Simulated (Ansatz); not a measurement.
SiNi₃: hydrostatic pressure series

Theory: DFT PBE, scalar-relativistic, plane waves, PAW in Ansatz. Run with 420 eV cutoff, 12×12×12 k-mesh, Gaussian smearing of 0.10 eV, no spin polarisation.

Starting point, cell and atoms relaxed:

```
CELL_PARAMETERS angstrom
3.50626 0.00000 0.00000
0.00000 3.50626 0.00000
0.00000 0.00000 3.50626
ATOMIC_POSITIONS crystal
Si 0.00000 0.00000 0.00000
Ni 0.00000 0.50000 0.50000
Ni 0.50000 0.00000 0.50000
Ni 0.50000 0.50000 0.00000
```

Cell and atoms are relaxed at each pressure within the symmetry of the start, at zero temperature, so transitions that lower the symmetry aren't seen. The k-mesh given is that at zero pressure and may differ at others. a, b and c are the lengths of the cell vectors above.

```tsv
P (GPa)	V (Å³/atom)	V/V0	a (Å)	b (Å)	c (Å)
-2	10.88	1.010	3.517	3.517	3.517
0	10.78	1.000	3.506	3.506	3.506
2	10.68	0.991	3.496	3.496	3.496
5	10.54	0.978	3.480	3.480	3.480
10	10.33	0.959	3.457	3.457	3.457
20	9.97	0.925	3.416	3.416	3.416
40	9.41	0.873	3.351	3.351	3.351
```

Q: What bulk modulus and pressure derivative fit these points?

A: A third-order Birch–Murnaghan fit gives B0 = 214 GPa and B0' = 4.7.